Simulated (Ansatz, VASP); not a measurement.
SrTiO3 in VASP and in Ansatz

```
Sr Ti O
1.0
     3.93640    0.00000    0.00000
     0.00000    3.93640    0.00000
     0.00000    0.00000    3.93640
Sr Ti O
1 1 3
Direct
  0.50000 0.50000 0.50000
  0.00000 0.00000 0.00000
  0.50000 0.00000 0.00000
  0.00000 0.50000 0.00000
  0.00000 0.00000 0.50000
```

Alike in both runs: functional PBE; k mesh 8 × 8 × 8; occupations gaussian, width 0.02 eV; no spin polarisation.

Ansatz relaxed the structure, and its values are those at the end. VASP's run is a single point on that final structure, the one shown.

|  | VASP | Ansatz |
| --- | --- | --- |
| version | VASP 6.6.1 | Ansatz 0.2.0 |
| potentials or method | VASP PAW PBE potentials, release 64 (Sr_sv, Ti_sv, O) | scalar-relativistic, plane waves, PAW |
| plane-wave cutoff (eV) | 520 | 420 |
| valence electrons in the cell | 40 | 40 |

```csv
,VASP,Ansatz,Ansatz less VASP
gap on the k mesh at the Fermi level (eV),1.81,1.84,+0.032
least direct gap on the mesh (eV),2.18,2.20,+0.022
pressure (GPa),0.6,0.0,-0.63
```

The functional is the same, so the differences come from potentials, cutoffs and numerics.

A k mesh can miss the band edges. Expect the measured gap to be larger: semilocal functionals such as PBE lack the derivative discontinuity.
